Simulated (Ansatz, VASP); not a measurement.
**Two plane-wave programs on HfO2**

The input INCAR:

```
PREC = Accurate ; ENCUT = 520
EDIFF = 1E-6 ; ISMEAR = 0
SIGMA = 0.02 ; LREAL = False
LASPH = True ; NELM = 60
ALGO = Normal ; ISIF = 2
LWAVE = False ; LCHARG = True
GGA = PE ; LELF = True
LVHAR = True ; NBANDS = 18
```

KPOINTS

```
Automatic mesh
0
Gamma
  8 8 8
```

The input POSCAR:

```
HfO2
1.0
    0.0000000000      2.4699255964      2.4699255964
    2.4699255964      0.0000000000      2.4699255964
    2.4699255964      2.4699255964      0.0000000000
Hf O
1 2
Direct
    0.0000000000      0.0000000000      0.0000000000
    0.2500000000      0.2500000000      0.2500000000
    0.7500000000      0.7500000000      0.7500000000
```

Input for Ansatz:

```yaml
crystal:
  lattice:
    - [0.0, 2.4699255968, 2.4699255968]
    - [2.4699255968, 0.0, 2.4699255968]
    - [2.4699255968, 2.4699255968, 0.0]
  atoms:
    - { symbol: Hf, position: [0.0, 0.0, 0.0] }
    - { symbol: O, position: [0.25, 0.25, 0.25] }
    - { symbol: O, position: [0.75, 0.75, 0.75] }
basis:
  ecutwfc: 420
kpoints:
  mp_grid: { grid: [8, 8, 8] }
hamiltonian:
  xc: pbe
scf:
  occupations: { method: gaussian, width: 0.02 }
output:
  forces: true
  stress: true
  eigenvalues: true
```

Alike in both runs: task single point; functional PBE; k mesh 8 × 8 × 8; occupations gaussian, width 0.02 eV; no spin polarisation.

|  | VASP | Ansatz |
| --- | --- | --- |
| version | VASP 6.6.1 | Ansatz 0.2.0 |
| potentials or method | VASP PAW PBE potentials, release 64 (Hf_pv, O) | scalar-relativistic, plane waves, PAW |
| plane-wave cutoff (eV) | 520 | 420 |
| valence electrons in the cell | 22 | 38 |

|  | VASP | Ansatz | Ansatz less VASP |
| --- | --- | --- | --- |
| gap on the k mesh at the Fermi level (eV) | 4.01 | 3.97 | -0.040 |
| least direct gap on the mesh (eV) | 4.01 | 3.97 | -0.040 |
| pressure (GPa) | 23.7 | 28.3 | +4.52 |

With one functional, cell and mesh, what is left measures potentials, basis and numerics. The two sets of potentials don't hold the same shells in valence.

Caveats: so large a pressure means that the cell lies far from this level's equilibrium, or that cutoff or potentials fall short (VASP); spin-orbit coupling is left out, which moves the levels of the heavy elements. Expect the measured gap to be larger: semilocal functionals such as PBE lack the derivative discontinuity. A k mesh can miss the band edges.
